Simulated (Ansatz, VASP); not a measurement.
# Ni: VASP beside Ansatz

The input INCAR:

```
SYSTEM = Ni
PREC     = Accurate       ! precision mode
ENCUT    = 600            ! plane-wave cutoff, eV
EDIFF    = 1E-7           ! SCF threshold, eV
ISMEAR   = -1             ! smearing method
SIGMA    = 0.1            ! smearing width, eV
LREAL    = .FALSE.        ! projectors in reciprocal space
LASPH    = .TRUE.         ! aspherical terms in the spheres
NELM     = 100            ! most SCF steps
ALGO     = Normal         ! electronic algorithm
ISIF     = 3              ! what is computed and relaxed
LWAVE    = .FALSE.        ! write WAVECAR
LCHARG   = .FALSE.        ! write CHGCAR
GGA      = PS             ! functional
IBRION   = 2              ! ionic algorithm
NSW      = 80             ! ionic steps
EDIFFG   = -0.01          ! ionic threshold
```

Contents of KPOINTS:

```
regular mesh
0
G
  16 16 16
  0 0 0
```

The input POSCAR:

```
Ni
1.0
   -1.3984527048      1.3984527048      1.3984527048
    1.3984527048     -1.3984527048      1.3984527048
    1.3984527048      1.3984527048     -1.3984527048
Ni
1
Direct
    0.0000000000      0.0000000000      0.0000000000
```

Input for Ansatz:

```yaml
crystal:
  lattice:
    - [-1.3984527048, 1.3984527048, 1.3984527048]
    - [1.3984527048, -1.3984527048, 1.3984527048]
    - [1.3984527048, 1.3984527048, -1.3984527048]
  atoms:
    - { symbol: Ni, position: [0.0, 0.0, 0.0] }
hamiltonian:
  xc: pbesol
  pseudopotentials:
    kind: paw
    azcp:
      Ni: "pseudopotentials/Ni.paw.azcp"
basis:
  ecutwfc: 420
  fft_grid_basis: typed
kpoints:
  mp_grid: { grid: [16, 16, 16], shift: [0, 0, 0] }
magnetization:
  spin_polarized: false
scf:
  occupations: { method: fermi_dirac, width: 0.1 }
relax:
  max_steps: 60
  f_tol: 0.01
  cell: {}
```

The cell was built by a generator and needn't be a form met in nature.

Alike in both runs: task relaxation of cell and atoms; functional PBEsol; k mesh 16 × 16 × 16; occupations fermi-dirac, width 0.1 eV; no spin polarisation.

|  | VASP | Ansatz |
| --- | --- | --- |
| version | VASP 6.6.1 | Ansatz 0.2.0 |
| potentials or method | VASP PAW PBE potentials, release 64 (Ni) | plane waves (420 eV) with PAW, scalar-relativistic |
| plane-wave cutoff (eV) | 600 | 420 |
| valence electrons in the cell | 10 | 18 |

```tsv
	VASP	Ansatz	Ansatz less VASP
relaxed volume (Å³/atom)	10.41	10.41	+0.002
relaxed cell length with the largest relative difference (Å)	2.383	2.383	+0.0002
energy change over the relaxation (meV/atom)	-17	-17	+0.2
```

The two sets of potentials don't hold the same shells in valence. Ansatz warned: «pseudo_functional_mismatch».

Caveats: the PAW data sets were made with another functional, which shifts forces and pressure a little (VASP); the run has no spin polarisation, though such a crystal can be magnetic. Spin polarisation is off, so any magnetic state and its effect on volume and gap are missing.
